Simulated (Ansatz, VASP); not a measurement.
Si3C in VASP and in Ansatz

File POSCAR:

```
Si3C
1.0
    3.3971430766      0.0000000000      0.0000000000
    0.0000000000      3.3971430766      0.0000000000
    0.0000000000      0.0000000000      4.9499207329
C Si
1 3
Direct
    0.0000000000      0.0000000000      0.0000000000
    0.0000000000      0.5000000000      0.2031984769
    0.5000000000      0.5000000000      0.5000000000
    0.5000000000      0.0000000000      0.7968015231
```

File INCAR.step1:

```
SYSTEM = Si3C
PREC = Accurate
ENCUT = 520
ISMEAR = -1
SIGMA = 0.02
LREAL = .False.
LASPH = .True.
NELM = 100
NBANDS = 16
GGA = PE
ALGO = Normal
EDIFF = 1E-4
LWAVE = .True.
LCHARG = .False.
```

File INCAR.step2:

```
SYSTEM = Si3C
PREC = Accurate
ENCUT = 520
EDIFF = 1E-6
ISMEAR = -1
SIGMA = 0.02
LREAL = .False.
LASPH = .True.
NELM = 100
ALGO = Normal
ISIF = 2
LWAVE = .False.
LCHARG = .False.
METAGGA = R2SCAN
LMIXTAU = .True.
NBANDS = 16
ISTART = 1
```

Contents of KPOINTS:

```
regular mesh
0
Gamma
  6 6 4
  0 0 0
```

Input for Ansatz:

```yaml
crystal:
  lattice:
    - [3.3971430766, 0.0, 0.0]
    - [0.0, 3.3971430766, 0.0]
    - [0.0, 0.0, 4.9499207329]
  atoms:
    - { symbol: C, position: [0.0, 0.0, 0.0] }
    - { symbol: Si, position: [0.0, 0.5, 0.2031984769] }
    - { symbol: Si, position: [0.5, 0.5, 0.5] }
    - { symbol: Si, position: [0.5, 0.0, 0.7968015231] }
kpoints:
  mp_grid: { grid: [6, 6, 4] }
hamiltonian:
  xc: r2scan
scf:
  occupations: { method: fermi_dirac, width: 0.02 }
  n_extra_bands: 5
output:
  forces: true
  stress: true
  eigenvalues: true
```

Alike in both runs: task single point; functional r2SCAN; k mesh 6 × 6 × 4; occupations fermi-dirac, width 0.02 eV; no spin polarisation.

```csv
,VASP,Ansatz
version,VASP 6.6.1,Ansatz 0.2.0
potentials or method,"VASP PAW PBE potentials, release 64 (C, Si)","plane waves, PAW"
plane-wave cutoff (eV),520,500
valence electrons in the cell,16,16
```

```csv
,VASP,Ansatz,Ansatz less VASP
pressure (GPa),4.3,4.4,+0.19
largest component of the traceless stress (GPa),0.39,0.41,+0.024
rms of the force components (eV/Å),0.078,0.095,+0.0171
```

Atom by atom the forces differ by 0.017 eV/Å (rms over components). The functional is the same, so the differences come from potentials, cutoffs and numerics.

Caveats: the PAW data sets were made with another functional, which shifts forces and pressure a little (VASP).
